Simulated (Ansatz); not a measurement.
Input and output for HfO2 (fluorite type): DFT, PBE, PAW with Ansatz's default frozen-core files, scalar-relativistic (Ansatz 0.2.0). This run: cell relaxed at zero pressure.

The start is a guessed cell of a prototype that needn't be stable.

Command: `ansatz run input.yaml --threads 2 --pin off --max-ram 5120MiB --backend cpu --events-out ev --progress --plain --runs-dir out` It took 17 s on 2 threads of Intel(R) Xeon(R) Processor @ 2.50GHz (Skylake/Cascade Lake), on a shared host, peak memory 0.38 GiB.

```yaml
crystal:
  lattice:
    - [0.0, 2.4662120743, 2.4662120743]
    - [2.4662120743, 0.0, 2.4662120743]
    - [2.4662120743, 2.4662120743, 0.0]
  atoms:
    - { symbol: Hf, position: [0.0, 0.0, 0.0] }
    - { symbol: O, position: [0.25, 0.25, 0.25] }
    - { symbol: O, position: [0.75, 0.75, 0.75] }
kpoints:
  mp_grid: { grid: [11, 11, 11] }
scf:
  occupations: { method: fermi_dirac, width: 0.05 }
hamiltonian:
  xc: pbe
  pseudopotentials: { kind: paw }
output:
  forces: true
  stress: true
relax:
  f_tol: 0.005
  max_steps: 40
  cell: {}
```

Output:

```
Engine: ansatz 0.2.0
Pseudopotentials: kind: paw
Pseudopotential: Hf, paw, valence charge 26, recommended cutoff 420 eV (normal), Hf.paw.azcp
Pseudopotential: O, paw, valence charge 6, recommended cutoff 420 eV (normal), O.paw.azcp
Functional definition: PBE
  parameter kappa = 0.804
  parameter beta = 0.06672455060314922
  exchange = pbe_x(kappa = kappa, mu = beta*pi^2/3)
  correlation = pbe_c(beta = beta)
Crystal: 3 atoms, lattice volume = 30.000 Å³
Basis set: ecut = 420 eV, 561 PW (Γ), exchange–correlation on 48×48×48 points (8 copies of the dense FFT grid, shifted against one another)
Bands: 23, of which v1, the nominal top of the filled ones, is band 19 counted from 1 (18 counted from 0)
Symmetry: 48 space group operations
Space group: Fm-3m (ITA 225), of the structure as read, at distance tolerance 3.1e-5 Å
k-points: 56 of 1331
Non-local potential: Hf, projectors of the file, l = 0: 3, l = 1: 2, l = 2: 2, l = 3: 3
Non-local potential: O, projectors of the file, l = 0: 2, l = 1: 2, l = 2: 1
PAW form: soft (Blöchl's): semilocal exchange-correlation on the pseudo side does not see the compensation charge
PAW one-centre angular grid: Hf, 590 points (default); XC on 64 Gauss nodes
PAW one-centre angular grid: O, 110 points (default); XC on 64 Gauss nodes
Initial density: superposition of atomic densities (neutral atoms: chi_scale 0, normalization atom), corrected by the library's trained network
Initial wavefunctions: pseudopotential atomic-orbital guess
Functional: x = pbe(κ = 0.804, μ = 0.2195149727645171), c = pbe(β = 0.06672455060314922)
SCF iter   1: F=—  HF=-16861.142324 eV  |F-HF|=—  |Δ(HF+E_count)|=         —  Δρ=2.81e-3  dr2=1.51e-3  ethr=1.77e-3  ⟨swp⟩=5.0  Hψ=4860  notcnv=0
preconditioner: auto → none  [insulator: Δε(μ)=4.082 eV  Ē_g=18.694 eV  σ=0.050 eV  W_gap=1.00  n_scr=14 (ndim 8)  ℏωp=40.7 eV  f_vac=0.054  D(μ)=0.00/eV (n_scr^D=0)  ε∞_Penn≈5.7]
SCF iter   2: F=—  HF=-16861.143197 eV  |F-HF|=—  |Δ(HF+E_count)|=   8.73e-4  Δρ=1.94e-3  dr2=6.20e-4  ethr=3.98e-6  ⟨swp⟩=2.1  Hψ=2620  notcnv=0
SCF iter   3: F=—  HF=-16861.143258 eV  |F-HF|=—  |Δ(HF+E_count)|=   6.08e-5  Δρ=8.58e-4  dr2=9.94e-5  ethr=1.63e-6  ⟨swp⟩=2.1  Hψ=2095  notcnv=0
SCF iter   4: F=—  HF=-16861.143382 eV  |F-HF|=—  |Δ(HF+E_count)|=   1.24e-4  Δρ=1.81e-4  dr2=4.91e-6  ethr=2.62e-7  ⟨swp⟩=2.5  Hψ=2270  notcnv=0
SCF iter   5: F=—  HF=-16861.143388 eV  |F-HF|=—  |Δ(HF+E_count)|=   6.57e-6  Δρ=5.02e-5  dr2=4.51e-7  ethr=1.29e-8  ⟨swp⟩=2.1  Hψ=2238  notcnv=0
SCF iter   6: F=-16861.143388 eV  HF=-16861.143388 eV  |F-HF|=2.59e-8  |Δ(HF+E_count)|=   9.39e-8  Δρ=2.29e-5  dr2=6.59e-8  ethr=2.63e-10  ⟨swp⟩=4.6  Hψ=4993  notcnv=0
SCF 1 converged in 6 iterations: F = -16861.143388 eV  dr2 = 6.59e-8
  greatest PAW one-centre occupation: 0.999 electrons in one spin orbital (limit 2), on the Hf atom at site 0 (counted from 0), in its partial waves of l = 3
relax step   1: F+E_penalty+E_count = -16861.14338849 eV  Δ(F+E_penalty+E_count) = +0.000e0 eV  max|allowed force component| = 1.542e-18 eV/Å  Δτ_max = 0.0000 Å  P = +29.903 GPa  Ω = 30.000 Å³  (6 SCF iters, dr2 threshold 1.00e-7 eV, accepted)
Crystal: 3 atoms, lattice volume = 33.197 Å³
Basis set: ecut = 420 eV, 645 PW (Γ), exchange–correlation on 48×48×48 points (8 copies of the dense FFT grid, shifted against one another)
Initial density: handed on by an earlier stage of this run
Initial wavefunctions: those handed on with the density
iter 1 solved again at ethr=1.73e-4 eV; its pass at ethr=3.10e-3 eV (dr2=6.58e-2 eV) is discarded
SCF iter   1: F=—  HF=-16861.395229 eV  |F-HF|=—  |Δ(HF+E_count)|=         —  Δρ=1.55e-2  dr2=6.59e-2  ethr=1.73e-4  ⟨swp⟩=1.7  Hψ=7526  notcnv=0
preconditioner: auto → none  [insulator: Δε(μ)=3.761 eV  Ē_g=18.133 eV  σ=0.050 eV  W_gap=1.00  n_scr=14 (ndim 8)  ℏωp=38.7 eV  f_vac=0.094  D(μ)=0.00/eV (n_scr^D=0)  ε∞_Penn≈5.5]
SCF iter   2: F=—  HF=-16861.380452 eV  |F-HF|=—  |Δ(HF+E_count)|=   1.48e-2  Δρ=6.21e-3  dr2=1.29e-2  ethr=1.73e-4  ⟨swp⟩=2.0  Hψ=2352  notcnv=0
SCF iter   3: F=—  HF=-16861.378698 eV  |F-HF|=—  |Δ(HF+E_count)|=   1.75e-3  Δρ=3.55e-3  dr2=3.63e-3  ethr=3.39e-5  ⟨swp⟩=2.1  Hψ=2305  notcnv=0
SCF iter   4: F=—  HF=-16861.378231 eV  |F-HF|=—  |Δ(HF+E_count)|=   4.67e-4  Δρ=7.37e-4  dr2=8.47e-5  ethr=9.55e-6  ⟨swp⟩=2.0  Hψ=2119  notcnv=0
SCF iter   5: F=—  HF=-16861.378217 eV  |F-HF|=—  |Δ(HF+E_count)|=   1.37e-5  Δρ=2.86e-4  dr2=1.33e-5  ethr=2.23e-7  ⟨swp⟩=2.0  Hψ=2213  notcnv=0
SCF iter   6: F=-16861.378234 eV  HF=-16861.378234 eV  |F-HF|=1.55e-7  |Δ(HF+E_count)|=   1.64e-5  Δρ=3.75e-5  dr2=1.92e-7  ethr=7.89e-10  ⟨swp⟩=3.9  Hψ=6376  notcnv=0
SCF 2 converged in 6 iterations: F = -16861.378234 eV  dr2 = 1.92e-7
relax step   2: F+E_penalty+E_count = -16861.37823393 eV  Δ(F+E_penalty+E_count) = -2.348e-1 eV  max|allowed force component| = 2.332e-17 eV/Å  Δτ_max = 0.0000 Å  P = -2.077 GPa  Ω = 33.197 Å³  energy of the carried Pulay correction = -1.810e-2 eV  (6 SCF iters, dr2 threshold 3.00e-7 eV, accepted)
Crystal: 3 atoms, lattice volume = 32.969 Å³
iter 1 solved again at ethr=7.85e-7 eV; its pass at ethr=3.10e-3 eV (dr2=2.98e-4 eV) is discarded
SCF iter   1: F=—  HF=-16861.381276 eV  |F-HF|=—  |Δ(HF+E_count)|=         —  Δρ=9.65e-4  dr2=2.51e-4  ethr=7.85e-7  ⟨swp⟩=2.0  Hψ=7006  notcnv=0
preconditioner: auto → none  [insulator: Δε(μ)=3.830 eV  Ē_g=18.225 eV  σ=0.050 eV  W_gap=1.00  n_scr=14 (ndim 8)  ℏωp=38.8 eV  f_vac=0.062  D(μ)=0.00/eV (n_scr^D=0)  ε∞_Penn≈5.5]
SCF iter   2: F=—  HF=-16861.381133 eV  |F-HF|=—  |Δ(HF+E_count)|=   1.43e-4  Δρ=3.77e-4  dr2=4.50e-5  ethr=6.60e-7  ⟨swp⟩=2.0  Hψ=2128  notcnv=0
SCF iter   3: F=—  HF=-16861.381126 eV  |F-HF|=—  |Δ(HF+E_count)|=   7.27e-6  Δρ=2.20e-4  dr2=1.32e-5  ethr=1.18e-7  ⟨swp⟩=2.0  Hψ=2016  notcnv=0
SCF iter   4: F=—  HF=-16861.381124 eV  |F-HF|=—  |Δ(HF+E_count)|=   2.01e-6  Δρ=4.71e-5  dr2=3.34e-7  ethr=3.49e-8  ⟨swp⟩=2.0  Hψ=2119  notcnv=0
SCF iter   5: F=-16861.381124 eV  HF=-16861.381124 eV  |F-HF|=5.39e-8  |Δ(HF+E_count)|=   9.40e-8  Δρ=2.17e-5  dr2=7.18e-8  ethr=7.89e-10  ⟨swp⟩=4.4  Hψ=4739  notcnv=0
SCF 3 converged in 5 iterations: F = -16861.381124 eV  dr2 = 7.18e-8
[... lines left out ...]
SCF iter   3: F=—  HF=-16861.409292 eV  |F-HF|=—  |Δ(HF+E_count)|=   5.68e-8  Δρ=1.02e-5  dr2=3.07e-8  ethr=3.41e-10  ⟨swp⟩=2.0  Hψ=2241  notcnv=0
SCF iter   4: F=-16861.409292 eV  HF=-16861.409292 eV  |F-HF|=2.94e-9  |Δ(HF+E_count)|=   2.32e-8  Δρ=4.07e-6  dr2=3.49e-9  ethr=4.66e-11  ⟨swp⟩=4.0  Hψ=4632  notcnv=0
SCF 7 converged in 4 iterations: F = -16861.409292 eV  dr2 = 3.49e-9
relax step   7: F+E_penalty+E_count = -16861.40929194 eV  Δ(F+E_penalty+E_count) = +5.761e-5 eV  max|allowed force component| = 2.159e-17 eV/Å  Δτ_max = 0.0000 Å  P = +0.005 GPa  Ω = 33.113 Å³  energy of the carried Pulay correction = -9.745e-4 eV  (4 SCF iters, dr2 threshold 1.77e-8 eV, accepted)
iter 1 solved again at ethr=3.43e-8 eV; its pass at ethr=3.10e-3 eV (dr2=1.30e-5 eV) is discarded
SCF iter   1: F=—  HF=-16861.410104 eV  |F-HF|=—  |Δ(HF+E_count)|=         —  Δρ=5.17e-5  dr2=1.30e-7  ethr=3.43e-8  ⟨swp⟩=3.2  Hψ=8694  notcnv=0
preconditioner: auto → none  [insulator: Δε(μ)=3.819 eV  Ē_g=18.203 eV  σ=0.050 eV  W_gap=1.00  n_scr=14 (ndim 8)  ℏωp=38.7 eV  f_vac=0.071  D(μ)=0.00/eV (n_scr^D=0)  ε∞_Penn≈5.5]
SCF iter   2: F=—  HF=-16861.410205 eV  |F-HF|=—  |Δ(HF+E_count)|=   1.01e-4  Δρ=2.41e-5  dr2=4.46e-8  ethr=3.43e-10  ⟨swp⟩=2.1  Hψ=2355  notcnv=0
SCF iter   3: F=—  HF=-16861.410205 eV  |F-HF|=—  |Δ(HF+E_count)|=   3.81e-8  Δρ=1.24e-5  dr2=1.19e-8  ethr=1.17e-10  ⟨swp⟩=2.0  Hψ=2149  notcnv=0
SCF iter   4: F=—  HF=-16861.410205 eV  |F-HF|=—  |Δ(HF+E_count)|=   1.01e-8  Δρ=3.21e-6  dr2=1.75e-9  ethr=3.12e-11  ⟨swp⟩=2.0  Hψ=2128  notcnv=0
SCF iter   5: F=—  HF=-16861.410205 eV  |F-HF|=—  |Δ(HF+E_count)|=  1.67e-10  Δρ=6.76e-7  dr2=2.73e-11  ethr=1.00e-12  ⟨swp⟩=5.1  Hψ=7188  notcnv=0
SCF iter   6: F=-16861.410205 eV  HF=-16861.410205 eV  |F-HF|=7.28e-12  |Δ(HF+E_count)|=  5.82e-11  Δρ=1.69e-7  dr2=5.37e-12  ethr=1.00e-12  ⟨swp⟩=5.6  Hψ=5948  notcnv=0
SCF 8 converged in 6 iterations: F = -16861.410205 eV  dr2 = 5.37e-12
relax step   8: F+E_penalty+E_count = -16861.41020484 eV  Δ(F+E_penalty+E_count) = -9.129e-4 eV  max|allowed force component| = 2.332e-17 eV/Å  Δτ_max = 0.0000 Å  P = +0.019 GPa  Ω = 33.113 Å³  stress off target by 1.86e-2 GPa  SCF on the basis re-selected at this cell (its energy is not comparable with the rows above)  (6 SCF iters)
basis re-selected at this cell: Δ(F+E_penalty+E_count) = -9.129e-4 eV, ΔP = +0.013 GPa vs the last step (what re-selecting the basis moved, of the pressure what is left beyond the Pulay correction that the steps carried, after the strain that the cell walked since its last selection, with what the two solves' SCF thresholds leave and, on support functions, any second-order correction that the steps lacked; it is no measure of the basis error at this ecutwfc). This SCF's stress stands 1.86e-2 GPa from its target on what of the cell is left free (relax.cell.stress_tol is 5.00e-2 GPa) and its largest allowed force component is 2.33e-17 eV/Å (relax.f_tol is 5.00e-3 eV/Å): within both
SCF converged after 6 iterations
Free energy (F): -16861.410205 eV
Harris-Foulkes:  -16861.410205 eV  (|F-HF|=7.28e-12)
Internal energy: -16861.410205 eV  (E = F + TS)
E sigma→0 (E₀):  -16861.410205 eV
Fermi energy:    17.618255 eV
--- Per-component energies (eV) ---
  E_band       = 40.284318
  E_kinetic    = 770.773289
  E_local      = -5782.236840  (includes V_loc(G=0)·N_el)
  E_nonlocal   = -1147.449957
  E_hartree    = 2649.005383
  E_xc         = -447.582891
  E_vxc        = -454.598484  (∫ρ·V_xc dr)
  E_paw        = -7242.407403  (= ΣΔE_a)
  E_vpaw       = 1355.780528  (= ΣTr[D̂ρ^β])
  E_aug_tail   = 0.005008  (compensation charges beyond the density's cutoff)
  E_ewald      = -5661.516792
  E_smearing   = -0.000000  (= −TS)
  E_closure    = -0.000000  (closes the sum)
  Σ components = -16861.410205   (vs F -16861.410205, Δ=0.00e0)
--- Forces (eV/Å), atoms counted from 1 ---
  atom   1  Hf    -0.00000000     0.00000000     0.00000000
  atom   2  O     -0.00000000     0.00000000     0.00000000
  atom   3  O      0.00000000    -0.00000000    -0.00000000
  max |Σ_I F_I| component: 4.63e-18 eV/Å
--- Stress (GPa, compression-positive) ---
        0.018560      -0.000000      -0.000000
       -0.000000       0.018560      -0.000000
       -0.000000      -0.000000       0.018560
  P = ⅓ Tr σ = 0.0186 GPa (0.186 kbar)
--- Relaxed structure (6 steps of the walk, 6 accepted, 2 SCFs on fresh bases) ---
  F+E_penalty+E_count = -16861.41020484 eV   max|allowed force component| = 2.332e-17 eV/Å   (the final SCF, on the basis selected at the relaxed cell)
  cell:  # Å, volume = 33.1133 Å³
    - [2.879283274455172e-33, 2.5487320073428896, 2.5487320073428896]
    - [2.5487320073428896, -1.0150936464693522e-34, 2.5487320073428896]
    - [2.5487320073428896, 2.5487320073428896, 4.10177448648095e-33]
  atoms:
    - { symbol: Hf, position: [4.22669173602888e-34, -6.638276301364846e-34, -6.5696825660999305e-34] }
    - { symbol: O, position: [0.24999999999999997, 0.24999999999999997, 0.24999999999999997] }
    - { symbol: O, position: [0.75, 0.75, 0.75] }
```

Next run (fluorite relaxed under pressure), as changes to the input before:

```diff
   lattice:
-    - [0.0, 2.4662120743, 2.4662120743]
-    - [2.4662120743, 0.0, 2.4662120743]
-    - [2.4662120743, 2.4662120743, 0.0]
+    - [0.0, 2.2630293487, 2.2630293487]
+    - [2.2630293487, 0.0, 2.2630293487]
+    - [2.2630293487, 2.2630293487, 0.0]
   atoms:
 kpoints:
-  mp_grid: { grid: [11, 11, 11] }
+  mp_grid: { grid: [12, 12, 12] }
 scf:
   stress: true
+  eigenvalues: true
 relax:
   max_steps: 40
-  cell: {}
+  cell: { p_target: 180.0, stress_tol: 0.09 }
```

Command: `ansatz run input.yaml --threads 2 --pin off --max-ram 5120MiB --backend cpu --events-out ev --progress --plain --runs-dir out` It took 11 s on 2 threads of Intel(R) Xeon(R) Processor @ 2.50GHz (Skylake/Cascade Lake), with other jobs on the host, peak memory 0.37 GiB.

Results part of the output:

```
basis re-selected at this cell: Δ(F+E_penalty+E_count) = -6.471e-4 eV, ΔP = +0.053 GPa vs the last step (what re-selecting the basis moved, of the pressure what is left beyond the Pulay correction that the steps carried, after the strain that the cell walked since its last selection, with what the two solves' SCF thresholds leave and, on support functions, any second-order correction that the steps lacked; it is no measure of the basis error at this ecutwfc). This SCF's stress stands 4.79e-2 GPa from its target on what of the cell is left free (relax.cell.stress_tol is 9.00e-2 GPa) and its largest allowed force component is 1.27e-17 eV/Å (relax.f_tol is 5.00e-3 eV/Å): within both
SCF converged after 5 iterations
Free energy (F): -16857.337275 eV
Harris-Foulkes:  -16857.337275 eV  (|F-HF|=5.82e-11)
Internal energy: -16857.337275 eV  (E = F + TS)
E sigma→0 (E₀):  -16857.337275 eV
Fermi energy:    26.314310 eV
--- Per-component energies (eV) ---
  E_band       = 370.720632
  E_kinetic    = 812.926525
  E_local      = -4737.471275  (includes V_loc(G=0)·N_el)
  E_nonlocal   = -1140.179061
  E_hartree    = 2283.577399
  E_xc         = -458.116168
  E_vxc        = -468.718219  (∫ρ·V_xc dr)
  E_paw        = -7252.933783  (= ΣΔE_a)
  E_vpaw       = 1337.002515  (= ΣTr[D̂ρ^β])
  E_aug_tail   = 0.005334  (compensation charges beyond the density's cutoff)
  E_ewald      = -6365.146248
  E_smearing   = -0.000000  (= −TS)
  E_closure    = -0.000000  (closes the sum)
  Σ components = -16857.337275   (vs F -16857.337275, Δ=0.00e0)
--- Forces (eV/Å), atoms counted from 1 ---
  atom   1  Hf    -0.00000000     0.00000000     0.00000000
  atom   2  O     -0.00000000     0.00000000    -0.00000000
  atom   3  O      0.00000000    -0.00000000     0.00000000
  max |Σ_I F_I| component: 6.94e-18 eV/Å
--- Stress (GPa, compression-positive) ---
      180.047882      -0.000000      -0.000000
       -0.000000     180.047882       0.000000
       -0.000000       0.000000     180.047882
  P = ⅓ Tr σ = 180.0479 GPa (1800.479 kbar)
--- Band table (eV; the first three rows and the last of 72) ---
  k-point 0: bands = ["-35.6875", "-4.3781", "-4.3781", "-4.3781", "2.9350", "7.3728", "14.6710", "14.6710", "14.6710", "14.8967", "14.8967", "14.8967", "15.3743", "16.1163", "16.1163", "16.1163", "23.3227", "23.3227", "23.3227", "28.4461", "28.4461", "32.4306", "39.2760"]
  k-point 1: bands = ["-35.6817", "-4.5388", "-4.3920", "-4.3920", "3.1764", "7.2266", "14.6736", "14.6768", "14.6768", "14.8701", "14.8701", "14.8969", "15.1610", "16.2459", "16.2459", "16.6633", "23.0882", "23.0882", "23.1039", "28.7353", "28.7353", "32.6983", "38.4364"]
  k-point 2: bands = ["-35.6656", "-4.9369", "-4.4297", "-4.4297", "3.7689", "6.9150", "14.6844", "14.6916", "14.6916", "14.8222", "14.8222", "14.8975", "14.9568", "16.5725", "16.5725", "17.7319", "22.5556", "22.5897", "22.5897", "29.3517", "29.3517", "33.1390", "37.3265"]
  k-point 71: bands = ["-35.5703", "-5.6575", "-5.6575", "-4.9049", "6.5797", "6.5797", "14.5750", "14.6801", "14.7590", "14.7590", "14.8133", "14.8862", "14.8862", "17.2035", "17.2514", "20.8066", "20.8066", "21.9052", "23.7971", "30.1562", "30.7574", "34.4095", "34.4095"]
--- Relaxed structure (3 steps of the walk, 3 accepted, 1 SCFs on fresh bases) ---
  F+E_penalty+E_count = -16857.33727532 eV   max|allowed force component| = 1.272e-17 eV/Å   (the final SCF, on the basis selected at the relaxed cell)
  cell:  # Å, volume = 23.3011 Å³
    - [-6.528445417147475e-35, 2.2669846846398096, 2.2669846846398096]
    - [2.2669846846398096, -1.273843008223897e-35, 2.2669846846398096]
    - [2.2669846846398096, 2.2669846846398096, 1.0031513689763194e-34]
  atoms:
    - { symbol: Hf, position: [-3.786572743332306e-35, 3.815170469903601e-35, 1.755008716471398e-35] }
    - { symbol: O, position: [0.25, 0.25, 0.25] }
    - { symbol: O, position: [0.7499999999999999, 0.7499999999999999, 0.7499999999999999] }
```

Next run (rutile relaxed under pressure), as changes to the input before:

```diff
   lattice:
-    - [0.0, 2.2630293487, 2.2630293487]
-    - [2.2630293487, 0.0, 2.2630293487]
-    - [2.2630293487, 2.2630293487, 0.0]
+    - [4.1259966547, 0.0, 0.0]
+    - [0.0, 4.1259966547, 0.0]
+    - [0.0, 0.0, 2.7231577921]
   atoms:
-    - { symbol: O, position: [0.25, 0.25, 0.25] }
-    - { symbol: O, position: [0.75, 0.75, 0.75] }
+    - { symbol: Hf, position: [0.5, 0.5, 0.5] }
+    - { symbol: O, position: [0.305, 0.305, 0.0] }
+    - { symbol: O, position: [0.695, 0.695, 0.0] }
+    - { symbol: O, position: [0.805, 0.195, 0.5] }
+    - { symbol: O, position: [0.195, 0.805, 0.5] }
 kpoints:
-  mp_grid: { grid: [12, 12, 12] }
+  mp_grid: { grid: [8, 8, 11] }
 scf:
```

Results part of the output:

```
basis re-selected at this cell: Δ(F+E_penalty+E_count) = +2.205e-5 eV, ΔP = +0.001 GPa vs the last step (what re-selecting the basis moved, of the pressure what is left beyond the Pulay correction that the steps carried, after the strain that the cell walked since its last selection, with what the two solves' SCF thresholds leave and, on support functions, any second-order correction that the steps lacked; it is no measure of the basis error at this ecutwfc). This SCF's stress stands 5.47e-2 GPa from its target on what of the cell is left free (relax.cell.stress_tol is 9.00e-2 GPa) and its largest allowed force component is 1.35e-3 eV/Å (relax.f_tol is 5.00e-3 eV/Å): within both
SCF converged after 5 iterations
Free energy (F): -33713.042377 eV
Harris-Foulkes:  -33713.042377 eV  (|F-HF|=1.02e-10)
Internal energy: -33713.042377 eV  (E = F + TS)
E sigma→0 (E₀):  -33713.042377 eV
Fermi energy:    22.871560 eV
--- Per-component energies (eV) ---
  E_band       = 513.176774
  E_kinetic    = 1628.610541
  E_local      = -10754.724029  (includes V_loc(G=0)·N_el)
  E_nonlocal   = -2277.385301
  E_hartree    = 5095.563932
  E_xc         = -916.289893
  E_vxc        = -936.927086  (∫ρ·V_xc dr)
  E_paw        = -14510.991243  (= ΣΔE_a)
[... lines left out ...]
  k-point 1: bands = ["-38.6242", "-38.5430", "-8.9259", "-8.9259", "-7.9080", "-7.7066", "-7.7066", "-7.5706", "0.9129", "1.7648", "4.9140", "4.9140", "11.6661", "11.6886", "11.6886", "11.8426", "11.8627", "11.8627", "11.9492", "11.9554", "11.9554", "11.9682", "11.9837", "11.9997", "12.2169", "12.2169", "13.1095", "13.1924", "13.2930", "14.8940", "14.8940", "18.0744", "18.0744", "18.2055", "19.3340", "19.5806", "20.6788", "20.6788", "25.2212", "25.8746", "26.9541", "27.0614", "27.0614", "30.8720", "31.2724", "33.2722"]
  k-point 2: bands = ["-38.6070", "-38.5356", "-8.8275", "-8.8275", "-8.2722", "-8.0064", "-7.7129", "-7.7129", "1.5559", "2.2960", "4.5029", "4.5029", "11.6706", "11.7013", "11.7013", "11.7831", "11.8655", "11.8655", "11.9089", "11.9150", "11.9314", "11.9613", "11.9613", "11.9986", "12.1081", "12.1081", "13.5757", "13.6582", "13.7928", "15.2848", "15.2848", "17.3975", "18.1209", "18.1209", "18.5155", "19.1723", "20.5014", "20.5014", "25.9502", "26.2185", "26.7948", "27.3377", "27.3377", "30.4125", "31.6864", "33.9754"]
  k-point 89: bands = ["-38.5301", "-38.5301", "-9.1844", "-9.1844", "-8.5001", "-8.5001", "-7.8250", "-7.8250", "3.2205", "3.2205", "3.8495", "3.8495", "11.7735", "11.7735", "11.8009", "11.8009", "11.8516", "11.8516", "11.8974", "11.8974", "11.9139", "11.9139", "11.9410", "11.9410", "11.9925", "11.9925", "14.2359", "14.2359", "15.4406", "15.4406", "16.2783", "16.2783", "18.3368", "18.3368", "19.3721", "19.3721", "19.9023", "19.9023", "26.6616", "26.6616", "27.2019", "27.2019", "28.4777", "28.4777", "31.0859", "31.0859"]
--- Relaxed structure (8 steps of the walk, 8 accepted, 2 SCFs on fresh bases) ---
  F+E_penalty+E_count = -33713.04237713 eV   max|allowed force component| = 1.345e-3 eV/Å   (the final SCF, on the basis selected at the relaxed cell)
  cell:  # Å, volume = 52.0417 Å³
    - [4.137038113366893, -2.7581343972941997e-33, 0.0]
    - [-1.6521155913616884e-33, 4.137038113366893, 0.0]
    - [0.0, 0.0, 3.0406923654562537]
  atoms:
    - { symbol: Hf, position: [8.211668773792388e-20, -2.2773694732651e-19, 0.0] }
    - { symbol: Hf, position: [0.5, 0.5, 0.5] }
    - { symbol: O, position: [0.3099669536592633, 0.3099669536592633, 0.0] }
    - { symbol: O, position: [0.6900330463407366, 0.6900330463407366, 0.0] }
    - { symbol: O, position: [0.8099669536592632, 0.19003304634073656, 0.5] }
    - { symbol: O, position: [0.19003304634073656, 0.8099669536592632, 0.5] }
```

Spin–orbit coupling is left out, which matters for the heavy atoms.
